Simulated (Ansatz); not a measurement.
Wurtzite AgCl (it has left that coordination) at its r2SCAN geometry, run in Ansatz at 4 levels of theory. These are computed values for a non-magnetic cell that may be hypothetical; none is a measurement.

The PBE+SOC input:
```yaml
crystal:
  lattice:
    - [4.5197418656, 0.0, 0.0]
    - [-2.2598709328, 3.9142112741, 0.0]
    - [0.0, 0.0, 5.7224974848]
  atoms:
    - { symbol: Ag, position: [0.3333333333, 0.6666666667, -0.0622203589] }
    - { symbol: Ag, position: [0.6666666667, 0.3333333333, 0.4377796411] }
    - { symbol: Cl, position: [0.3333333333, 0.6666666667, 0.4372203589] }
    - { symbol: Cl, position: [0.6666666667, 0.3333333333, 0.9372203589] }
kpoints:
  mp_grid: { grid: [6, 6, 4] }
  band_path:
    path:
      - [0.0, 0.0, 0.0]
      - [0.5, 0.0, 0.0]
      - [0.3333333333, 0.3333333333, 0.0]
      - [0.0, 0.0, 0.5]
      - [0.5, 0.0, 0.5]
      - [0.3333333333, 0.3333333333, 0.5]
    npoints: 1
hamiltonian:
  xc: pbe
scf:
  occupations: { method: fixed }
  n_extra_bands: 10
magnetization:
  noncollinear: true
  spin_orbit: true
output:
  forces: true
  stress: true
  eigenvalues: true
```

Main results, then, where recorded, the levels near the gap in eV from the Fermi energy (columns number the bands from 0), one row a point of the path (Γ, M, K, A, L, H):
```
Crystal: 4 atoms, lattice volume = 101.238 Å³
Symmetry: 12 space group operations + 12 with time reversal
Magnetic group: BNS 186.204 (UNI 1434)
```
```
Basis set: ecut = 420 eV, 1969 PW (Γ)
k-points: 21 of 144 (time reversal used)
SCF converged after 9 iterations
Free energy (F): -17346.537968 eV
Fermi energy:    5.822362 eV
--- Forces (eV/Å), atoms counted from 1 ---
  atom   1  Ag      0.00000      0.00000    -0.00163
  atom   2  Ag      0.00000      0.00000    -0.00163
  atom   3  Cl      0.00000      0.00000      0.00163
  atom   4  Cl      0.00000      0.00000      0.00163
--- Stress (GPa, compression-positive) ---
        1.054359       0.000000       0.000000
        0.000000       1.054359       0.000000
        0.000000       0.000000       1.500948
  P = ⅓ Tr σ = 1.2032 GPa (12.032 kbar)
```
```tsv
band_46	band_47	band_48	band_49	band_50	band_51	band_52	band_53	band_54	band_55	band_56	band_57
-0.275	-0.275	-0.220	-0.220	0.000	0.000	1.267	1.267	2.934	2.934	7.203	7.203
-1.382	-1.382	-1.363	-1.363	-1.069	-1.069	3.919	3.919	4.273	4.273	6.048	6.048
-1.457	-1.457	-1.341	-1.331	-1.311	-1.311	4.653	4.653	4.686	4.686	6.814	6.814
-0.314	-0.314	-0.104	-0.104	-0.104	-0.104	3.361	3.361	3.361	3.361	7.068	7.068
-1.175	-1.175	-0.203	-0.203	-0.203	-0.203	4.708	4.708	4.708	4.708	6.154	6.154
-1.511	-1.511	-0.083	-0.083	-0.066	-0.066	5.814	5.814	5.838	5.838	5.840	5.840
```

The PBE+SOC gap is direct at Γ: 1.27 eV.

HSE06. Against the first input these blocks differ (the band path and keys that only write files left aside):
```yaml
hamiltonian:
  xc: hse06
scf:
  occupations: { method: fixed }
  n_extra_bands: 5
```
(magnetization left out)

```
Basis set: ecut = 420 eV, 1969 PW (Γ)
k-points: 21 of 144 (time reversal used)
Exchange kernel: α = 0.2500, screened, ω = 0.2079 Å⁻¹, Wigner–Seitz truncation, v(0) = 1046.8094 eV·Å³, q-mesh 6×6×4
hybrid outer 1: dexx = +1.825e-2 eV, tail = 3.65e-5 eV
hybrid outer 2: dexx = +4.393e-7 eV, tail = 2.82e-8 eV, Δε = 1.45e-3 eV, ΔF = 2.47e-5 eV/Å
hybrid SCF converged: 2 outer / 11 inner (+3 warm-up)
Free energy (F): -17350.151625 eV
Fermi energy:    4.692027 eV
--- Forces (eV/Å), atoms counted from 1 ---
  atom   1  Ag      0.00000      0.00000    -0.00160
  atom   2  Ag      0.00000      0.00000    -0.00160
  atom   3  Cl      0.00000      0.00000      0.00160
  atom   4  Cl      0.00000      0.00000      0.00160
--- Stress (GPa, compression-positive) ---
        0.981918       0.000000       0.000000
        0.000000       0.981918       0.000000
        0.000000       0.000000       1.320764
  P = ⅓ Tr σ = 1.0949 GPa (10.949 kbar)
```
```tsv
band_23	band_24	band_25	band_26	band_27	band_28
-0.378	-0.021	-0.021	2.850	4.703	8.980
-1.631	-1.513	-1.106	5.655	6.013	7.635
-1.725	-1.530	-1.530	6.489	6.489	8.276
-0.146	-0.146	-0.146	4.971	4.971	8.863
-1.256	-0.142	-0.142	6.328	6.328	7.979
-1.875	0.000	0.000	7.504	7.504	7.786
```

HSE06 gives an indirect gap of 2.85 eV, from H to Γ; the least direct gap is 2.87 eV at Γ. The mean pressure at these positions is +1.1 GPa, compression counted positive. (The program warns that its thresholds are loose for a hybrid's stress.)

Q: In the first input these blocks are replaced (the band path and keys that only write files left aside):
```yaml
hamiltonian:
  xc: pbe0
scf:
  occupations: { method: fixed }
  n_extra_bands: 5
```
(magnetization left out)
What comes out?

A:
```
Basis set: ecut = 420 eV, 1969 PW (Γ)
k-points: 21 of 144 (time reversal used)
hybrid outer 1: dexx = +2.733e-2 eV, tail = 4.77e-5 eV
hybrid outer 2: dexx = +1.133e-6 eV, tail = 4.15e-8 eV, Δε = 1.95e-3 eV, ΔF = 1.50e-4 eV/Å
hybrid SCF converged: 2 outer / 10 inner (+3 warm-up)
Free energy (F): -17349.355696 eV
Fermi energy:    4.302674 eV
--- Forces (eV/Å), atoms counted from 1 ---
  atom   1  Ag      0.00000      0.00000    -0.00162
  atom   2  Ag      0.00000      0.00000    -0.00162
  atom   3  Cl      0.00000      0.00000      0.00162
  atom   4  Cl      0.00000      0.00000      0.00162
--- Stress (GPa, compression-positive) ---
        0.923669       0.000000       0.000000
        0.000000       0.923669       0.000000
        0.000000       0.000000       1.226991
  P = ⅓ Tr σ = 1.0248 GPa (10.248 kbar)
```
```tsv
band_23	band_24	band_25	band_26	band_27	band_28
-0.384	-0.020	-0.020	3.566	5.452	9.731
-1.650	-1.528	-1.118	6.405	6.764	8.396
-1.751	-1.547	-1.547	7.251	7.251	9.034
-0.150	-0.150	-0.150	5.721	5.721	9.612
-1.271	-0.145	-0.145	7.070	7.070	8.742
-1.898	0.000	0.000	8.239	8.239	8.560
```
PBE0 gives an indirect gap of 3.57 eV, from H to Γ; the least direct gap is 3.59 eV at Γ. Least and direct gap differ so little that the kind isn't settled. The mean pressure is +1.0 GPa (compression positive), so PBE0 would enlarge the cell's volume. (The program warns that its thresholds are loose for a hybrid's stress.)

Q: Another run on the same cell gave
```
Basis set: ecut = 420 eV, 1969 PW (Γ)
k-points: 21 of 144 (time reversal used)
hybrid outer 1: dexx = +1.181e0 eV, tail = 7.77e-3 eV
hybrid outer 2: dexx = +3.731e-4 eV, tail = 9.00e-5 eV, Δε = 1.46e-2 eV, ΔF = 4.39e-4 eV/Å
hybrid outer 3: dexx = +1.059e-5 eV, tail = 1.13e-6 eV, Δε = 9.27e-3 eV, ΔF = 1.35e-4 eV/Å
hybrid outer 4: dexx = +5.199e-8 eV, tail = 1.39e-8 eV, Δε = 6.18e-4 eV, ΔF = 5.73e-5 eV/Å
hybrid SCF converged: 4 outer / 21 inner (+4 warm-up)
Free energy (F): -17200.543252 eV
Fermi energy:    1.216561 eV
--- Forces (eV/Å), atoms counted from 1 ---
  atom   1  Ag      0.00000      0.00000    -0.00376
  atom   2  Ag      0.00000      0.00000    -0.00376
  atom   3  Cl      0.00000      0.00000      0.00375
  atom   4  Cl      0.00000      0.00000      0.00375
--- Stress (GPa, compression-positive) ---
        7.880312       0.000000       0.000000
        0.000000       7.880312       0.000000
        0.000000       0.000000       7.256929
  P = ⅓ Tr σ = 7.6725 GPa (76.725 kbar)
```
```tsv
band_23	band_24	band_25	band_26	band_27	band_28
-0.545	-0.012	-0.012	10.374	12.879	16.781
-2.089	-1.735	-1.244	13.729	13.802	15.405
-2.024	-1.932	-1.932	14.920	14.920	15.162
-0.207	-0.207	-0.207	12.556	12.556	16.677
-1.539	-0.177	-0.177	13.749	13.749	16.457
-2.362	0.000	0.000	15.322	15.322	15.483
```
Which level of theory gave it?

A: It is Hartree-Fock, judged by the exchange loop and the size of the gap (a near hybrid could fit too), on 6×6×4; the blocks that differ from the first input, but for the band path:
```yaml
hamiltonian:
  xc: hf
scf:
  occupations: { method: fixed }
  n_extra_bands: 5
```
(magnetization left out)
Hartree-Fock gives an indirect gap of 10.37 eV, from H to Γ; the least direct gap is 10.39 eV at Γ. Least and direct gap differ so little that the kind isn't settled. The mean pressure is +7.7 GPa (compression positive), so Hartree-Fock would enlarge the cell's volume. The stress of a hybrid is loosely converged here.

Totals of different functionals, or with and without spin-orbit coupling, can't be compared.

Only the levels marked +SOC include spin-orbit coupling.

The meshes of the hybrids are coarse, so their gaps aren't converged to the digits shown.
